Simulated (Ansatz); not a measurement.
Au: strain energy, fitted

Au, Fm-3m, a = 4.158 Å. Ansatz: PBE, PAW, 420 eV, Γ-centred 18×18×12 mesh on 2 atoms, Gaussian smearing 0.10 eV; no spin polarisation. Series: biaxial strain in the a-b plane, c and atoms relaxed; x is the strain in per cent. The axes a, b, c are those of the computed cell (2.940, 2.940, 4.158 Å), along [1 1 0], [-1 1 0], [0 0 1] of the cell named above. y is the free energy over the unstrained cell, V0 = 17.971 Å³/atom.

| x (%) | y (meV/atom) |
| --- | --- |
| -3.0 | 8.59 |
| -2.0 | 4.08 |
| -1.0 | ? |
| 0.0 | 0.00 |
| 1.0 | 0.01 |
| 2.0 | 1.29 |
| 3.0 | 3.58 |

Problem. Fit y = c2 x² + c3 x³ to the other rows, turn c2 into a modulus, and predict the missing energy.

Solution. Least squares on the rows shown. y = 0.6724 x² − 0.09972 x³. In eV per unit strain² c2 is 6.724; M is the biaxial modulus (E = M V0 ε²): 6.724 × 160.2 / (17.971) = 60 GPa. With a term in x⁴ added, the coefficient of x² becomes 0.6194, 8 % less, which shows how far this figure hangs on the form. At x = -1.0 the fit asked for gives 0.77 meV/atom. The run gave 1.24 meV/atom, so the fit is 0.47 meV/atom too low, within twice the rms miss on the fitted rows (0.47 meV/atom): the form describes this series only roughly.

Spin–orbit coupling is left out, which can shift energies with elements as heavy as these.